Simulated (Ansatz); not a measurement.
# HgTe: response to strain

Aim: deform HgTe (z strained by -2 % at fixed volume) and compute stress, forces and field gradients with LAPW, PAW and all-electron datasets made for the crystal.

Method: DFT PBE, scalar-relativistic, in Ansatz 0.2.0.

### 1 The starting structure

Symmetry: F-43m, No. 216, cubic system. Conventional cell: a = 6.447 Å, b = 6.447 Å, c = 6.447 Å, α = 90.00°, β = 90.00°, γ = 90.00°. Around Hg (site symmetry -43m) lie 4 Te at 2.79 Å. Te (site symmetry -43m) is surrounded by 4 Hg at 2.79 Å.

Structure file:

```
CELL_PARAMETERS angstrom
0.00000 3.22350 3.22350
3.22350 0.00000 3.22350
3.22350 3.22350 0.00000
ATOMIC_POSITIONS crystal
Hg 0.00000 0.00000 0.00000
Te 0.75000 0.75000 0.75000
```

Atoms are numbered in the order of the input: Hg1, Te2.

### 2 The deformed structure

Space group F-43m before, I-4m2 after.

### 3 LAPW, all electrons

Contents of input.yaml:

```yaml
crystal:
  lattice:
    - [0.0, 3.2562267275, 3.15903]
    - [3.2562267275, 0.0, 3.15903]
    - [3.2562267275, 3.2562267275, 0.0]
  atoms:
    - { symbol: Hg, position: [0.0, 0.0, 0.0] }
    - { symbol: Te, position: [0.75, 0.75, 0.75] }
kpoints:
  mp_grid: { grid: [9, 9, 9] }
scf:
  occupations: { method: fermi_dirac, width: 0.05 }
hamiltonian:
  xc: pbe
  pseudopotentials: { kind: all_electron, lapw: { basis_error: 0.0005 } }
output:
  forces: true
  stress: true
  eigenvalues: true
```

The run is started by

```sh
$ ansatz run input.yaml --threads 1 --pin off --max-ram 2048MiB --backend cpu --events-out ev --progress --plain --runs-dir out
```

### 4 Frozen-core PAW

Edit input.yaml of step 3 so:

```diff
@@ -14,3 +14,3 @@
   xc: pbe
-  pseudopotentials: { kind: all_electron, lapw: { basis_error: 0.0005 } }
+  pseudopotentials: { kind: paw }
 output:
@@ -19 +19,2 @@
   eigenvalues: true
+  efg: { contact_densities: true }
```

### 5 Datasets made for this crystal

Edit input.yaml of step 4 so:

```diff
@@ -14,3 +14,3 @@
   xc: pbe
-  pseudopotentials: { kind: paw }
+  pseudopotentials: { kind: all_electron, datasets: crystal }
 output:
```

(Steps that only read results are left out.)

Before running it: what results should come out? Wanted: pressure; largest shear or deviatoric stress.

As calculated:

| quantity | value |
| --- | --- |
| pressure | LAPW 4.06, PAW 4.05, crystal datasets 4.06 GPa |
| largest shear or deviatoric stress (LAPW) | 0.22 GPa |

In words: The largest part of the stress beyond the pressure is 0.22 GPa in size, in the zz component; the atoms are carried along and not relaxed. No run of the undeformed cell stands beside it, so the pressure holds what the given cell had before the change. PAW: stress within 0.01 GPa of LAPW. Crystal datasets: stress within 0.01 GPa of LAPW.
